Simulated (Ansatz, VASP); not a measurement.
# PbSe: VASP beside Ansatz

One calculation is typed for both programs; each brings its own data sets and cutoff. How far apart do they land? The cell is taken from a series of VASP runs on this material, whose earlier steps may have relaxed, scaled or displaced it; both programs get it as it stands. Other levels of theory on this material are compared in a session of their own.

Main program and level: Ansatz 0.2.0; plane waves, with VASP 6.6.1 beside it; single point at PBE.

**1. Starting point**

Symmetry: Fm-3m, No. 225, cubic system. The conventional cell has a = 6.121 Å, b = 6.121 Å, c = 6.121 Å, α = 90.00°, β = 90.00°, γ = 90.00°. Nearest to Pb lie 6 Se at 3.06 Å. Nearest to Se lie 6 Pb at 3.06 Å. Farther neighbours and most contacts between anions are not listed.

**2. Ansatz: single point, PBE**

Ansatz runs on its default PAW (the set named soft_2) files.

With cell and atoms fixed, the geometry can't cause a difference; cores, projectors, grids and the points listed under the comparison can.

File input.yaml:

```yaml
crystal:
  lattice:
    - [0.0, 3.06065, 3.06065]
    - [3.06065, 0.0, 3.06065]
    - [3.06065, 3.06065, 0.0]
  atoms:
    - { symbol: Pb, position: [0.0, 0.0, 0.0] }
    - { symbol: Se, position: [0.5, 0.5, 0.5] }
hamiltonian:
  xc: pbe
  pseudopotentials: { kind: paw }
kpoints:
  mp_grid: { grid: [8, 8, 8] }
scf:
  occupations: { method: gaussian, width: 0.02 }
  n_extra_bands: 4
output:
  forces: true
  stress: true
  eigenvalues: true
  write_density: true
  write_potential: true
  elf: true
  volumetric_format: npy
```

Launch:

```console
$ ansatz run input.yaml --threads 2 --pin off --max-ram 4608MiB --backend cpu --events-out ev --progress --plain --runs-dir out
```

Numbers of over 12 decimals in the logs are rounded to 6 here.

The program printed:

```text
scf.n_extra_bands = 4 over 15 filled bands (N_el = 30.0): the run solves 19 bands
Engine: ansatz 0.2.0, x86_64-unknown-linux-gnu
Pseudopotentials: kind: paw
Pseudopotential: Pb, paw, valence charge 14, recommended cutoff 420 eV (normal), Pb.paw.azcp
Pseudopotential: Se, paw, valence charge 16, recommended cutoff 420 eV (normal), Se.paw.azcp
Functional definition: PBE
  parameter kappa = 0.804
  parameter beta = 0.066725
  exchange = pbe_x(kappa = kappa, mu = beta*pi^2/3)
  correlation = pbe_c(beta = beta)
Crystal: 2 atoms, lattice volume = 57.342 Å³
Basis set: ecut = 420 eV, 1139 PW (Γ), exchange–correlation on 60×60×60 points (8 copies of the dense FFT grid, shifted against one another)
Bands: 19, of which v1, the nominal top of the filled ones, is band 15 counted from 1 (14 counted from 0)
Symmetry: 48 space group operations
Space group: Fm-3m (ITA 225), of the structure as read, at distance tolerance 3.9e-5 Å
k-points: 29 of 512
Non-local potential: Pb, projectors of the file, l = 0: 2, l = 1: 2, l = 2: 2, l = 3: 2
Non-local potential: Se, projectors of the file, l = 0: 2, l = 1: 2, l = 2: 3, l = 3: 1
PAW form: soft (Blöchl's): semilocal exchange-correlation on the pseudo side does not see the compensation charge
PAW one-centre angular grid: Pb, 590 points (default); XC on 64 Gauss nodes
PAW one-centre angular grid: Se, 590 points (default); XC on 64 Gauss nodes
Initial density: superposition of atomic densities (neutral atoms: chi_scale 0, normalization atom), corrected by the library's trained network
Initial wavefunctions: pseudopotential atomic-orbital guess
Functional: x = pbe(κ = 0.804, μ = 0.219515), c = pbe(β = 0.066725)
SCF iter   1: F=—  HF=-17376.603715 eV  |F-HF|=—  |Δ(HF+E_count)|=         —  Δρ=5.81e-4  dr2=1.97e-4  ethr=1.77e-3  ⟨swp⟩=6.3  Hψ=2657  notcnv=0
preconditioner: auto → none  [insulator: Δε(μ)=0.288 eV  Ē_g=15.323 eV  σ=0.020 eV  W_gap=1.00  n_scr=14 (ndim 8)  ℏωp=21.9 eV  f_vac=0.019  D(μ)=0.00/eV (n_scr^D=0)  ε∞_Penn≈3.0]
SCF iter   2: F=—  HF=-17376.603045 eV  |F-HF|=—  |Δ(HF+E_count)|=   6.70e-4  Δρ=3.63e-4  dr2=4.03e-5  ethr=6.57e-7  ⟨swp⟩=2.7  Hψ=1309  notcnv=0
SCF iter   3: F=—  HF=-17376.603055 eV  |F-HF|=—  |Δ(HF+E_count)|=   9.80e-6  Δρ=1.84e-4  dr2=9.66e-6  ethr=1.34e-7  ⟨swp⟩=2.0  Hψ=974  notcnv=0
SCF iter   4: F=—  HF=-17376.603073 eV  |F-HF|=—  |Δ(HF+E_count)|=   1.79e-5  Δρ=5.14e-5  dr2=1.84e-6  ethr=3.22e-8  ⟨swp⟩=2.0  Hψ=986  notcnv=0
SCF iter   5: F=—  HF=-17376.603072 eV  |F-HF|=—  |Δ(HF+E_count)|=   7.78e-7  Δρ=1.91e-5  dr2=2.46e-7  ethr=6.12e-9  ⟨swp⟩=2.0  Hψ=829  notcnv=0
SCF iter   6: F=-17376.603072 eV  HF=-17376.603072 eV  |F-HF|=2.39e-8  |Δ(HF+E_count)|=   1.12e-7  Δρ=6.18e-6  dr2=2.04e-8  ethr=3.33e-10  ⟨swp⟩=8.8  Hψ=3897  notcnv=0
SCF 1 converged in 6 iterations: F = -17376.603072 eV  dr2 = 2.04e-8
  greatest PAW one-centre occupation: 1.000 electrons in one spin orbital (limit 2), on the Se atom at site 1 (counted from 0), in its partial waves of l = 2
SCF converged after 6 iterations
Free energy (F): -17376.603072 eV
Harris-Foulkes:  -17376.603072 eV  (|F-HF|=2.39e-8)
Internal energy: -17376.603072 eV  (E = F + TS)
E sigma→0 (E₀):  -17376.603072 eV
Fermi energy:    9.177541 eV
--- Per-component energies (eV) ---
  E_band       = -425.084854
  E_kinetic    = 406.274159
  E_local      = -3527.542388  (includes V_loc(G=0)·N_el)
  E_nonlocal   = -245.939612
  E_hartree    = 1642.826116
  E_xc         = -325.851268
  E_vxc        = -231.571249  (∫ρ·V_xc dr)
  E_paw        = -12314.662319  (= ΣΔE_a)
  E_vpaw       = -111.948836  (= ΣTr[D̂ρ^β])
  E_aug_tail   = -0.000502  (compensation charges beyond the density's cutoff)
  E_ewald      = -3011.707258
  E_smearing   = -0.000000  (= −TS)
  E_closure    = 0.000000  (closes the sum)
  Σ components = -17376.603072   (vs F -17376.603072, Δ=0.00e0)
--- Forces (eV/Å), atoms counted from 1 ---
  atom   1  Pb    -0.00000000     0.00000000    -0.00000000
  atom   2  Se     0.00000000    -0.00000000    -0.00000000
  max |Σ_I F_I| component: 1.64e-30 eV/Å
--- Stress (GPa, compression-positive) ---
        2.425291       0.000000      -0.000000
        0.000000       2.425291       0.000000
        0.000000       0.000000       2.425291
  P = ⅓ Tr σ = 2.4253 GPa (24.253 kbar)
--- Band table (eV; the first three rows and the last of 29) ---
  k-point 0: bands = [... 11 lower, 2.7334, 7.1482, 7.1482, 7.1482, 13.7418, 13.7418, 13.7418, 15.5513]
  k-point 1: bands = [... 11 lower, 2.3384, 7.1892, 7.1892, 7.4258, 12.6794, 13.0661, 13.0661, 15.3703]
  k-point 2: bands = [... 11 lower, 1.4671, 7.3091, 7.3091, 7.9832, 11.1924, 11.9434, 11.9434, 15.5623]
  k-point 28: bands = [... 11 lower, 1.0235, 4.7979, 4.7979, 8.2346, 10.9195, 13.9781, 13.9781, 16.7604]
```

Wall time 0.75 s (2 threads of Intel Xeon 6975P-C (Granite Rapids), shared host); peak memory 0.41 GiB.

The run ends at a pressure of 2.43 GPa.

**3. VASP: single point, PBE**

The same cell, functional, mesh and smearing now go to VASP, with its own data sets and cutoff.

Lines of VASP's logs that name or quote its potential files are left out, and so is its time.

File INCAR:

```
SYSTEM = PbSe
PREC = Accurate
ENCUT = 400
EDIFF = 1E-08
NELM = 100
ISMEAR = 0
SIGMA = 0.02
LREAL = .FALSE.
ALGO = Normal
GGA = PE
NBANDS = 16
LORBIT = 11
LWAVE = .FALSE.
LCHARG = .FALSE.
KPAR = 4
```

File POSCAR:

```
PbSe
1.0
    0.0000000000      3.0606500000      3.0606500000
    3.0606500000      0.0000000000      3.0606500000
    3.0606500000      3.0606500000      0.0000000000
Pb Se
1 1
Direct
    0.0000000000      0.0000000000      0.0000000000
    0.5000000000      0.5000000000      0.5000000000
```

File KPOINTS:

```
Automatic mesh
0
Gamma
8 8 8
0 0 0
```

File KPOINTS_OPT:

```
points round the band edges
26
Reciprocal
  0.5000000000   0.0000000000   0.0000000000 1
  0.5000000000   0.0000000000   0.0000000000 1
  0.5000000000  -0.0038969406  -0.0038969406 1
  0.5000000000   0.0038969406   0.0038969406 1
  0.4961030594   0.0000000000  -0.0038969406 1
  0.5038969406   0.0000000000   0.0038969406 1
  0.4961030594  -0.0038969406   0.0000000000 1
  0.5038969406   0.0038969406   0.0000000000 1
  0.5000000000  -0.0146135273  -0.0146135273 1
  0.5000000000   0.0146135273   0.0146135273 1
  0.4853864727   0.0000000000  -0.0146135273 1
  0.5146135273   0.0000000000   0.0146135273 1
  0.4853864727  -0.0146135273   0.0000000000 1
  0.5146135273   0.0146135273   0.0000000000 1
  0.5000000000  -0.0038969406  -0.0038969406 1
  0.5000000000   0.0038969406   0.0038969406 1
  0.4961030594   0.0000000000  -0.0038969406 1
  0.5038969406   0.0000000000   0.0038969406 1
  0.4961030594  -0.0038969406   0.0000000000 1
  0.5038969406   0.0038969406   0.0000000000 1
  0.5000000000  -0.0146135273  -0.0146135273 1
  0.5000000000   0.0146135273   0.0146135273 1
  0.4853864727   0.0000000000  -0.0146135273 1
  0.5146135273   0.0000000000   0.0146135273 1
  0.4853864727  -0.0146135273   0.0000000000 1
  0.5146135273   0.0146135273   0.0000000000 1
```

PAW data sets: Pb_d and Se (PBE family, release 64).

Launch:

```console
$ mpirun -np 4 vasp_std
```

The program printed:

```text
[banner, memory and clock lines left out]
running    4 mpi-ranks, on    1 nodes
 distrk:  each k-point on    1 cores,    4 groups
 distr:  one band on    1 cores,    1 groups

 POSCAR found type information on POSCAR PbSe
 POSCAR found :  2 types and       2 ions
 LDA part: xc-table for (Slater+PW92), standard interpolation
 POSCAR, INCAR and KPOINTS ok, starting setup
 FFT: planning ... GRIDC
 FFT: planning ... GRID_SOFT
 FFT: planning ... GRID
 WAVECAR not read
 entering main loop
       N       E                     dE             d eps       ncg     rms          rms(c)
DAV:   1     0.143078755285E+03    0.14308E+03   -0.83610E+03   928   0.104E+03
DAV:   2     0.894527154704E+00   -0.14218E+03   -0.13802E+03  1024   0.292E+02
DAV:   3    -0.829090064006E+01   -0.91854E+01   -0.91632E+01  1224   0.810E+01
DAV:   4    -0.845978168609E+01   -0.16888E+00   -0.16886E+00  1112   0.135E+01
DAV:   5    -0.846639528814E+01   -0.66136E-02   -0.66135E-02  1336   0.230E+00    0.278E+00
DAV:   6    -0.818026988881E+01    0.28613E+00   -0.74266E-01  1424   0.612E+00    0.158E+00
DAV:   7    -0.817521356700E+01    0.50563E-02   -0.11894E-01  1192   0.173E+00    0.861E-01
DAV:   8    -0.817858677576E+01   -0.33732E-02   -0.13083E-02  1128   0.131E+00    0.160E-01
DAV:   9    -0.817817443015E+01    0.41235E-03   -0.26238E-03  1416   0.526E-01    0.498E-02
DAV:  10    -0.817824514896E+01   -0.70719E-04   -0.21197E-04  1128   0.892E-02    0.172E-02
DAV:  11    -0.817825194300E+01   -0.67940E-05   -0.51677E-05  1240   0.768E-02    0.764E-03
DAV:  12    -0.817825198470E+01   -0.41705E-07   -0.28284E-06  1176   0.123E-02    0.174E-03
DAV:  13    -0.817825206507E+01   -0.80367E-07   -0.12113E-07  1224   0.339E-03    0.611E-04
DAV:  14    -0.817825209049E+01   -0.25416E-07   -0.83216E-08  1080   0.193E-03    0.205E-04
DAV:  15    -0.817825209491E+01   -0.44204E-08   -0.18937E-09   976   0.298E-04
   1 F= -.81782521E+01 E0= -.81782521E+01  d E =-.674104E-11
 Start KPOINTS_OPT (optional k-point list driver)
k-point batch [1-26\26]
       N       E                     dE             ncg
DAV:   1     0.911293210110E+03   -0.12283E+05      832
DAV:   2    -0.271661531173E+04   -0.36279E+04      984
DAV:   3    -0.295742994511E+04   -0.24081E+03     1072
DAV:   4    -0.296235539333E+04   -0.49254E+01     1080
DAV:   5    -0.296253586465E+04   -0.18047E+00     1144
DAV:   6    -0.296254578473E+04   -0.99201E-02     1272
DAV:   7    -0.296254587945E+04   -0.94717E-04     1120
DAV:   8    -0.296254588061E+04   -0.11591E-05     1272
DAV:   9    -0.296254588062E+04   -0.90367E-08      936
```

OUTCAR, selected parts (step 3):

```text
ion  position               nearest neighbor table
   1  0.000  0.000  0.000-   2 3.06   2 3.06   2 3.06   2 3.06   2 3.06   2 3.06
   2  0.500  0.500  0.500-   1 3.06   1 3.06   1 3.06   1 3.06   1 3.06   1 3.06

  LATTYP: Found a face centered cubic cell.
 ALAT       =     6.1213000000

 Subroutine GETGRP returns: Found 48 space group operations
 (whereof 48 operations were pure point group operations)

The static configuration has the point symmetry O_h .

 Found     29 irreducible k-points:

   k-points           NKPTS =     29   k-points in BZ     NKDIM =     29   number of bands    NBANDS=     16

   dimension x,y,z NGX =    28 NGY =   28 NGZ =   28
   dimension x,y,z NGXF=    56 NGYF=   56 NGZF=   56

   ENCUT  =  400.0 eV  29.40 Ry    5.42 a.u.   7.06  7.06  7.06*2*pi/ulx,y,z

   NELECT =      20.0000    total number of electrons

 k-points in reciprocal lattice and weights: Automatic mesh
   0.00000000  0.00000000  0.00000000       0.002
   0.12500000  0.00000000  0.00000000       0.016
   0.25000000  0.00000000  0.00000000       0.016
   0.37500000  0.00000000  0.00000000       0.016
   0.50000000  0.00000000  0.00000000       0.008
   0.12500000  0.12500000  0.00000000       0.012
   0.25000000  0.12500000  0.00000000       0.047
   0.37500000  0.12500000  0.00000000       0.047
   0.50000000  0.12500000  0.00000000       0.047
[...]
-0.37500000  0.50000000  0.12500000       0.023
  -0.25000000  0.50000000  0.25000000       0.012

 average (electrostatic) potential at core
       1 -92.3152       2 -52.8876

 E-fermi :   5.1510

 k-point     1 :       0.0000    0.0000    0.0000
  band No.  band energies     occupation
    ...
      6      -8.5249      2.00000
      7      -1.2349      2.00000
      8       3.1907      2.00000
      9       3.1907      2.00000
     10       3.1907      2.00000
     11       9.7808      0.00000
     12       9.7808      0.00000
     13       9.7808      0.00000
     14      11.5849      0.00000
     15      11.5849      0.00000
    ...

 k-point     2 :       0.1250    0.0000    0.0000
  band No.  band energies     occupation
    ...
      6      -8.4065      2.00000
      7      -1.6296      2.00000
      8       3.2318      2.00000
      9       3.2318      2.00000
     10       3.4674      2.00000
     11       8.7178      0.00000
     12       9.1046      0.00000
     13       9.1046      0.00000
     14      11.4066      0.00000
     15      11.9279      0.00000
    ...

 k-point     3 :       0.2500    0.0000    0.0000
  band No.  band energies     occupation
    ...
      6      -8.0815      2.00000
      7      -2.5007      2.00000
      8       3.3516      2.00000
      9       3.3516      2.00000
     10       4.0229      2.00000
     11       7.2308      0.00000
     12       7.9819      0.00000
     13       7.9819      0.00000
     14      11.6002      0.00000
     15      12.7919      0.00000
    ...

  Total        0.8557719      0.8557719      0.8557719      0.0000000      0.0000000      0.0000000
  in kB       23.9109913     23.9109913     23.9109913      0.0000000      0.0000000      0.0000000
  external PRESSURE =      23.9109913 kB  Pullay stress =       0.0000000 kB

  energy-cutoff  :      400.00
  volume of cell :       57.34
      direct lattice vectors                 reciprocal lattice vectors
     0.000000000  3.060650000  3.060650000    -0.163363991  0.163363991  0.163363991
     3.060650000  0.000000000  3.060650000     0.163363991 -0.163363991  0.163363991
     3.060650000  3.060650000  0.000000000     0.163363991  0.163363991 -0.163363991

 POSITION                                       TOTAL-FORCE (eV/Angst)
 -----------------------------------------------------------------------------------
      0.00000      0.00000      0.00000        -0.000000     -0.000000     -0.000000
      3.06065      3.06065      3.06065         0.000000      0.000000      0.000000
 -----------------------------------------------------------------------------------
    total drift:                               -0.000000      0.000000      0.000000

  FREE ENERGIE OF THE ION-ELECTRON SYSTEM (eV)
  ---------------------------------------------------
  free  energy   TOTEN  =        -8.1782520949 eV

  energy  without entropy=       -8.1782520949  energy(sigma->0) =       -8.17825209

 total charge
# of ion       s       p       d       tot
------------------------------------------
    1        1.477   0.536   9.841  11.854
    2        1.467   2.336   0.017   3.820
--------------------------------------------------
tot          2.944   2.872   9.858  15.674

[... 3 further parts left out ...]
```

The run ends at a pressure of 2.39 GPa.

**4. Comparison**

Known differences besides the potentials themselves: the data sets hold 30 valence electrons in Ansatz (default PAW (the set named soft_2) files) and 20 in VASP; the cutoff is 420 eV in Ansatz and 400 eV in VASP; VASP leaves aspherical gradient terms in its spheres out (LASPH is not set), Ansatz keeps them. Total energies have different zeros and are not compared.

Compared:

| quantity | Ansatz | VASP | difference |
| --- | --- | --- | --- |
| pressure (GPa) | 2.43 | 2.39 | +0.03 |
| gap on the k mesh (eV) | 0.286 | 0.291 | -0.005 |

A gap on the mesh is an upper bound, since the band edges may lie between its points; neither run holds spin-orbit coupling, which can move the band edges of a compound of Pb. Ansatz's pressure holds a Pulay correction of 0.02 GPa; VASP's holds none.

**5. Outcome**

| Property | Result |
| --- | --- |
| difference in gap on the k mesh (single point, PBE) | -0.0050 eV |

**Reading.** The difference in gap on the k mesh is -0.0050 eV (single point, PBE), within the 0.08 eV picked in this series as the mark of a large difference. 8 further runs of this series are not shown here. Such differences can come from data sets, numerical settings and the points named under the comparisons, not from the functional's error against experiment.

[Lines on the potential files, build, host, timing and source positions are cut from VASP's logs without a mark.]

[Logs are printed without paths, hosts, clocks, repeated set-up lines and the standing remarks that a program may print on its own settings, such as how far it seeks lower states.]

[Hosts, paths, dates, database ids (printed as entryN), source tags and the programs' standing remarks are cut or masked in the printed files.]
